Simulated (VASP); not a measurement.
N: single point with PBE

N:

```xyz
2
Lattice="2.5195 0.0000 0.0000 -1.2597 2.1819 0.0000 0.0000 0.0000 2.4460" Properties=species:S:1:pos:R:3 pbc="T T T"
N     0.0000    1.4546    1.8345
N     1.2597    0.7273    0.6115
```

The real solid is made of molecules; this cell is a model form.

```yaml
Program: VASP 6.6.1
Task: single point
Functional: PBE
Potentials_or_basis: VASP PAW PBE potentials, release 64 (N_GW)
Cutoff: 500 eV
k_mesh: 8 × 8 × 7
Occupations: gaussian, width 0.02 eV
Spin: no spin polarisation
```

* Pressure: 7.0 GPa
* Band gap on the k mesh: none (metal or under the smearing width)

Stress tensor (GPa, compression positive):
```
11.96  0.00  0.00
 0.00 11.96  0.00
 0.00  0.00 -2.85
```

Levels at points of the mesh, in eV from the Fermi level:
```tsv
k point	band 1	band 2	band 3	band 4	band 5	band 6	band 7	band 8	band 9	band 10
(0.00, 0.00, 0.00)	-22.04	-5.74	-4.78	-2.34	-2.34	2.84	2.84	6.17	14.62	18.15
(0.50, 0.00, 0.00)	-17.44	-14.47	-4.98	-2.24	-1.49	1.73	2.73	5.10	13.70	24.13
```

Run time: 3.5 s on 1 thread of AMD EPYC 9R45 (Zen 5) (shared host), peak memory 0.08 GiB.

Caveat: the k mesh is coarse (spacing up to 0.37 Å⁻¹), so the values aren't converged; the cutoff is under 1.25 times the usual one of these potentials, so pressure, stress and relaxed cells hold a basis-set (Pulay) error.
